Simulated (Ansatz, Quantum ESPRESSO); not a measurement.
**SiC and the pressure, program beside program**

The cell as given:

Symmetry: P6_3mc, No. 186, hexagonal system. The conventional cell has a = 3.076 Å, b = 3.076 Å, c = 5.048 Å, α = 90.00°, β = 90.00°, γ = 120.00°. Si (site symmetry 3m) is surrounded by 4 C at 1.87 to 1.94 Å. C (site symmetry 3m) is surrounded by 4 Si at 1.87 to 1.94 Å.

Kept alike: task relaxation of cell and atoms; functional PBEsol; k mesh 10 × 10 × 5; occupations fermi-dirac, width 0.05 eV; no spin polarisation. The mesh is that of the run's cell of 4 atoms. No spin-orbit coupling.

- A: Ansatz, all-electron LAPW, scalar-relativistic
- B: Quantum ESPRESSO, SSSP 1.3 efficiency PBE, made for PBE, cutoff 857 eV

```csv
pressure (GPa),A: volume (Å³/atom),B: volume (Å³/atom)
0,?,10.364
5,10.117,10.144
10,9.917,9.944
20,9.566,9.594
30,9.266,9.293
```

Values on potentials made for another functional: all of B. Values hold for each row's relaxed cell, which stops near the pressure aimed at. The runs follow the start's structure, whether or not it is the stable one at these pressures.

**Question.** Estimate the value left open.

**Answer.** In the median of the other rows A lies -0.027 Å³/atom from the other column, which points to 10.337; the run gave 10.337 Å³/atom, +0.000 from it.
